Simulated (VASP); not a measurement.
# RbBr: convergence, self-consistent run

RbBr, Fm-3m (no. 225), 2 atoms in the cell. PBE; PAW potentials Rb_sv, Br (PBE set). VASP 6.6.1.

Wanted: energy within 0.2 meV/atom; levels at the zone centre within 0.003 eV.

What the run is for: comparing ways to start; Accuracy asked: tight.

Levels at the zone centre: counted from the valence top at that point.

POSCAR:
```
RbBr
1.0
    0.0000000000      3.4270000000      3.4270000000
    3.4270000000      0.0000000000      3.4270000000
    3.4270000000      3.4270000000      0.0000000000
Rb Br
1 1
Direct
    0.0000000000      0.0000000000      0.0000000000
    0.5000000000      0.5000000000      0.5000000000
```

## How the run starts (with a second run first, the time holds both)

| How the run starts (with a second run first, the time holds both) | Energy less reference (meV/atom) | Levels at the zone centre, largest deviation (eV) | Time (s) |
|---|---|---|---|
| from scratch: 13 SCF iterations | 0.00 | 0.0000 | 13 |
| density of a coarse mesh (ICHARG 1): 13 + 7 SCF iterations | 0.00 | 0.0006 | 15 |
| orbitals of a lower cutoff (ISTART 1): 13 + 6 SCF iterations | 0.00 | 0.0004 | 17 |
| orbitals of a loose run: 9 + 4 SCF iterations | 0.00 | 0.0003 | 12 |

## Question

For each series: keep the first row unless others stay within half of the tolerance and take at least 30 % less time, and then take the fastest.

## Answer

- How the run starts (with a second run first, the time holds both): from scratch: 13 SCF iterations

The chosen settings are those of the reference run.

Values of the reference run: Levels at the zone centre: 0, 0, 4.362 eV from the valence top at Gamma.

## The input

INCAR:
```
GGA = PE
ISMEAR = 0
SIGMA = 0.03
LWAVE = False
LCHARG = False
ISIF = 2
PREC = Accurate
LASPH = True
LREAL = False
ALGO = Normal
EDIFF = 1E-6
NELM = 120
GGA_COMPAT = False
ENCUT = 400
EFERMI = MIDGAP
```

KPOINTS:
```
k-points
0
Gamma
  6 6 6
```

Commands:
```
cat potpaw_PBE.64/Rb_sv/POTCAR potpaw_PBE.64/Br/POTCAR > POTCAR
mpirun -np 1 vasp_std > vasp.out
```

The chosen input took VASP 6.6.1 13 s on 1 core (AMD EPYC 7R43 (Zen 3)), a shared host.

## An input that fails: restart asked without its files

VASP's message: ERROR: charge density could not be read from file CHGCAR for ICHARG>10.

Changes against the starting input:
```
- NELM = 120
+ NELM = 60
+ ICHARG = 11
```
